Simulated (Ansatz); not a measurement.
## SiO2 (P3_121): the host for defect calculations

Aim: the runs on the perfect crystal SiO2 (P3_121) that a defect calculation needs first.

Program: Ansatz 0.2.0. Level of theory: plane-wave PAW DFT, PBEsol; relaxation of the host's cell and atoms; PAW set soft_1, in the first sound run; inputs show where later runs differ. Results are calculated unless marked as measured.

Most raw output is cut from this account.

### 1. Set-up

The structure is trigonal, space group P3_121 (No. 152). Conventional cell: a = 4.915 Å, b = 4.915 Å, c = 5.431 Å, α = 90.00°, β = 90.00°, γ = 120.00°. Nearest to Si lie 4 O at 1.61 to 1.62 Å. O has 2 Si at 1.61 to 1.62 Å nearest. Farther neighbours and most contacts between anions are not listed.

### 2. Host cell relaxation

Lattice and positions are set free, within the symmetry that the program keeps.

The input, cell/input.yaml:

```yaml
crystal:
  lattice:
    - [4.9149662, 0.0, 0.0]
    - [-2.4574831, 4.2564856, 0.0]
    - [0.0, 0.0, 5.4313011]
  atoms:
    - { symbol: Si, position: [0.53108859, 0.53108859, 0.0] }
    - { symbol: Si, position: [0.0, 0.46891141, 0.66666667] }
    - { symbol: Si, position: [0.46891141, 0.0, 0.33333333] }
    - { symbol: O, position: [0.26922311, 0.41339429, 0.78489098] }
    - { symbol: O, position: [0.58660571, 0.85582882, 0.11822431] }
    - { symbol: O, position: [0.14417118, 0.73077689, 0.45155765] }
    - { symbol: O, position: [0.41339429, 0.26922311, 0.21510902] }
    - { symbol: O, position: [0.73077689, 0.14417118, 0.54844235] }
    - { symbol: O, position: [0.85582882, 0.58660571, 0.88177569] }
basis:
  ecutwfc: 420
  xc_grid: 2
hamiltonian:
  xc: pbesol
  pseudopotentials: { kind: paw, azcp: { folder: soft_1 }, xc_functional: pbe }
kpoints:
  mp_grid: { grid: [7, 7, 5] }
scf:
  occupations: { method: fixed }
  max_iter: 100
relax:
  f_tol: 0.005
  max_steps: 60
  cell: {}
output:
  forces: true
  stress: true
checkpoint:
  write: "../cell.run"
  compress: false
  write_wavefunctions: false
  write_every: 100000
```

Run with:

```
ansatz run input.yaml --threads 32 --pin off --max-ram 84787MiB --backend cpu --events-out ev --progress --plain --runs-dir out
```

Wall time 4.6 s (32 threads of Arm Neoverse V2, shared host); peak memory 0.53 GiB; 82 s of CPU time.

The steps of the relaxation:

| step | energy less that of the first step (eV) | largest force component (eV/Å) | pressure (GPa) | volume (Å³) |
| --- | --- | --- | --- | --- |
| 1 | 0.0000 | 0.1634 | 2.72 | 113.63 |
| 2 | -0.0080 | 0.1015 | 1.42 | 114.41 |
| 3 | -0.0101 | 0.0292 | -0.01 | 115.27 |
| 4 | -0.0108 | 0.0120 | 0.00 | 115.13 |
| 5 | -0.0107 | 0.0014 | 0.00 | 115.20 |
| 6 | -0.0148 | 0.0014 | 0.07 | 115.20 |
| 7 | -0.0144 | 0.0008 | 0.01 | 115.39 |
| 8* | -0.0150 | 0.0008 | 0.01 | 115.39 |

Relaxation steps marked * repeat the geometry before them on a plane-wave basis chosen anew for their cell, so energy and pressure can jump there. The log counts 2 steps on a newly chosen plane-wave basis, not all of them marked here; energy and pressure can jump at such steps.

Forces are held to the 6 operations that the run works with; a distortion that breaks them can't arise in this run.

| conventional cell, symmetrised | before | after | change |
| --- | --- | --- | --- |
| a (Å) | 4.915 | 4.948 | +0.7 % |
| b (Å) | 4.915 | 4.948 | +0.7 % |
| c (Å) | 5.431 | 5.441 | +0.2 % |
| volume (Å³/atom) | 12.63 | 12.82 | +1.6 % |

Numbers from this step:

```yaml
pressure: 0.01223 GPa
```

The relaxation ends with a largest force component of 8.2e-4 eV/Å and a pressure of 0.01 GPa.

### 3. Dielectric tensors of the host

The response to a uniform electric field gives the electronic dielectric tensor.

This step: plane-wave PAW DFPT, PBEsol; dielectric tensors, Born charges and zone-centre modes of the host; PAW set soft_1 (Ansatz 0.2.0).

The input, eps/input.yaml:

```yaml
crystal:
  lattice:
    - [4.9484030706, 0.0, 0.0]
    - [-2.4742015353, 4.2854427673, 0.0]
    - [0.0, 0.0, 5.4413215915]
  atoms:
    - { symbol: Si, position: [0.5297160375, 0.5297160375, 0.0] }
    - { symbol: Si, position: [0.0, 0.4702839625, 0.6666666667] }
    - { symbol: Si, position: [0.4702839625, 0.0, 0.3333333333] }
    - { symbol: O, position: [0.2670834984, 0.4124860174, 0.7853875589] }
    - { symbol: O, position: [0.5875139826, 0.854597481, 0.1187208922] }
    - { symbol: O, position: [0.145402519, 0.7329165016, 0.4520542255] }
    - { symbol: O, position: [0.4124860174, 0.2670834984, 0.2146124411] }
    - { symbol: O, position: [0.7329165016, 0.145402519, 0.5479457745] }
    - { symbol: O, position: [0.854597481, 0.5875139826, 0.8812791078] }
basis:
  ecutwfc: 420
hamiltonian:
  xc: pbesol
  pseudopotentials: { kind: paw, azcp: { folder: soft_1 }, xc_functional: pbe }
kpoints:
  mp_grid: { grid: [6, 6, 5] }
scf:
  occupations: { method: fixed }
  max_iter: 100
phonons:
  method: dfpt
  dielectric: true
  rigid_motions: translations
```

The job ended after 16 s (32 threads; peak memory 1.5 GiB).

Electronic dielectric tensor:

```
2.49 0.00 0.00
0.00 2.49 0.00
0.00 0.00 2.52
```

Static dielectric tensor:

```
4.63 0.00 0.00
0.00 4.63 0.00
0.00 0.00 4.85
```

The principal values of the electronic dielectric tensor are 2.49, 2.49 and 2.52. The principal values of the static dielectric tensor are 4.63, 4.63 and 4.85.

### 4. Defect free supercell relaxed in its symmetry

This cell, the one that will hold the defects, is built from the relaxed host. Its coarser k-points can move the atoms a little, so it is relaxed from the symmetric sites, as the reference for the test of stability.

This step: plane-wave PAW DFT, PBEsol; relaxation of the defect-free supercell in its symmetry; PAW set soft_1 (Ansatz 0.2.0).

System of this step: SiO2 (P3_121). The cell holds 72 atoms: 24 Si and 48 O. Its edges and angles: a = 9.897 Å, b = 9.897 Å, c = 10.883 Å, α = 90.0°, β = 90.0°, γ = 120.0°.

The input, pristine.symmetric/input.yaml:

```yaml
crystal:
  lattice:
    - [9.8968061413, 0.0, 0.0]
    - [-4.9484030706, 8.5708855347, 0.0]
    - [0.0, 0.0, 10.8826431829]
  atoms:
    - { symbol: Si, position: [0.2648580188, 0.2648580188, 0.0] }
    - { symbol: Si, position: [0.0, 0.2351419812, 0.3333333334] }
    - { symbol: Si, position: [0.2351419812, 0.0, 0.1666666666] }
    - { symbol: O, position: [0.1335417492, 0.2062430087, 0.3926937794] }
    - { symbol: O, position: [0.2937569913, 0.4272987405, 0.0593604461] }
    - { symbol: O, position: [0.0727012595, 0.3664582508, 0.2260271128] }
    - { symbol: O, position: [0.2062430087, 0.1335417492, 0.1073062206] }
    - { symbol: O, position: [0.3664582508, 0.0727012595, 0.2739728872] }
[... 60 atom lines left out ...]
    - { symbol: O, position: [0.5727012595, 0.8664582508, 0.7260271128] }
    - { symbol: O, position: [0.7062430087, 0.6335417492, 0.6073062205] }
    - { symbol: O, position: [0.8664582508, 0.5727012595, 0.7739728872] }
    - { symbol: O, position: [0.9272987405, 0.7937569913, 0.9406395539] }
basis:
  ecutwfc: 420
  xc_grid: 2
hamiltonian:
  xc: pbesol
  pseudopotentials: { kind: paw, azcp: { folder: soft_1 }, xc_functional: pbe }
kpoints:
  mp_grid: { grid: [1, 1, 1] }
scf:
  occupations: { method: fermi_dirac, width: 0.01 }
  max_iter: 100
  lower_state_search: "off"
output:
  forces: true
relax:
  f_tol: 0.015
  max_steps: 60
  escape_saddle: false
checkpoint:
  write: "../pristine.symmetric.run"
  compress: false
  write_wavefunctions: false
  write_every: 100000
```

Run with:

```
ansatz run input.yaml --threads 32 --pin off --max-ram 84787MiB --backend cuda --events-out ev --progress --plain --runs-dir out --max-vram 78GiB
```

Wall time 1.3 s (1 × NVIDIA GB200 with 32 threads); peak memory 1 GiB.

Hardly anything moved in the relaxation; the energy changed by under 0.2 meV an atom.

### 5. Defect free supercell relaxed from displaced atoms

This step: plane-wave PAW DFT, PBEsol; relaxation of the defect-free supercell from random displacements, a test of the host's stability; PAW set soft_1 (Ansatz 0.2.0).

pristine.rattled/input.yaml, as its differences from pristine.symmetric/input.yaml of step 4:

```diff
@@ -94,6 +94,6 @@
   f_tol: 0.015
-  max_steps: 60
-  escape_saddle: false
+  max_steps: 120
+  random_displacement: { amplitude: 0.06, seed: 8413 }
 checkpoint:
-  write: "../pristine.symmetric.run"
+  write: "../pristine.rattled.run"
   compress: false
```

Run time: 2.8 s. Hardware: 1 × NVIDIA GB200 with 32 threads; peak memory 0.97 GiB.

Relaxation path:

| step | energy less that of the first step (eV) | largest force component (eV/Å) |
| --- | --- | --- |
| 1 | 0.0000 | 5.4311 |
| 2 | -2.0803 | 3.4943 |
| 3 | -3.5850 | 0.0566 |
| 4 | -3.5851 | 0.0578 |
| 5 | -3.5896 | 0.0023 |

The relaxation ends 50 meV an atom lower than the displaced start, with a largest force component of 0.0023 eV/Å.

### 6. Host on a dense mesh

This step: plane-wave PAW DFT, PBEsol; single point of the defect-free host, a test of the k-point sampling; PAW set soft_1 (Ansatz 0.2.0).

System of this step: SiO2 (P3_121). It takes space group P3_121 (No. 152, trigonal). The conventional cell has a = 4.948 Å, b = 4.948 Å, c = 5.441 Å, α = 90.00°, β = 90.00°, γ = 120.00°. Si has 4 O at 1.62 Å nearest. Nearest to O lie 2 Si at 1.62 Å. Farther neighbours and most contacts between anions are not listed.

dense/input.yaml, as its differences from eps/input.yaml of step 3:

```diff
@@ -17,2 +17,3 @@
   ecutwfc: 420
+  xc_grid: 2
 hamiltonian:
@@ -21,9 +22,11 @@
 kpoints:
-  mp_grid: { grid: [6, 6, 5] }
+  mp_grid: { grid: [7, 7, 5] }
 scf:
-  occupations: { method: fixed }
+  occupations: { method: fermi_dirac, width: 0.01 }
   max_iter: 100
-phonons:
-  method: dfpt
-  dielectric: true
-  rigid_motions: translations
+  lower_state_search: "off"
+checkpoint:
+  write: "../dense.run"
+  compress: false
+  write_wavefunctions: false
+  write_every: 100000
```

Run with:

```
ansatz run input.yaml --threads 32 --pin off --max-ram 84787MiB --backend cpu --events-out ev --progress --plain --runs-dir out
```

It took 0.7 s on 32 threads; peak memory 0.37 GiB.

### 7. Defect free supercell at the zone centre

The supercell is run at the zone centre, to see how far that sampling misses the dense mesh.

System of this step: SiO2 (P3_121). The cell holds 72 atoms: 24 Si and 48 O. Cell: a = 9.897 Å, b = 9.897 Å, c = 10.883 Å, α = 90.0°, β = 90.0°, γ = 120.0°.

pristine.sampling_gamma/input.yaml, as its differences from pristine.rattled/input.yaml of step 5:

```diff
@@ -90,10 +90,4 @@
   lower_state_search: "off"
-output:
-  forces: true
-relax:
-  f_tol: 0.015
-  max_steps: 120
-  random_displacement: { amplitude: 0.06, seed: 8413 }
 checkpoint:
-  write: "../pristine.rattled.run"
+  write: "../pristine.sampling_gamma.run"
   compress: false
```

Run with:

```
ansatz run input.yaml --threads 32 --pin off --max-ram 84787MiB --backend cuda --events-out ev --progress --plain --runs-dir out --max-vram 78GiB
```

Elapsed: 1.1 s, on 1 × NVIDIA GB200 with 32 threads; peak memory 1 GiB.

### 8. What came out

```yaml
primitive_cell_vectors_lengths: 4.948, 4.948, 5.441 Å
electronic_dielectric_constant: principal values (2.49, 2.49, 2.52)
static_dielectric_constant: principal values (4.63, 4.63, 4.85)
gap_on_the_k_mesh_of_the_response_run_pbesol: 5.72 eV
supercell_relaxed_in_its_symmetry_less_the_displaced_and_relaxed_one: 0.000 eV
energy_an_atom_at_the_zone_centre_alone_less_that_on_the_dense_mesh: 0.001 eV
```

In words: Step 5: The energy fell by 3.590 eV from the randomly displaced start; against the sites as typed, O49 ends farthest off, by 0.01 Å, once the mean shift is taken out. The displaced cell ends within 0.01 eV of the symmetric one relaxed in its symmetry, so no lower structure shows in this supercell. The k-mesh can miss the band edges, so this gap is an upper bound at this level. All at zero temperature.

[Logs are printed without paths, hosts, clocks, repeated set-up lines and the standing remarks that a program may print on its own settings, such as how far it seeks lower states.]

[Hosts, paths, dates, database ids (printed as entryN), source tags and the programs' standing remarks are cut or masked in the printed files.]

[Runs of the host that timed out are not shown.]

[For some hosts the program warned that the k-mesh of the response run may be too coarse for force constants and the static dielectric constant; such warnings are not always shown.]
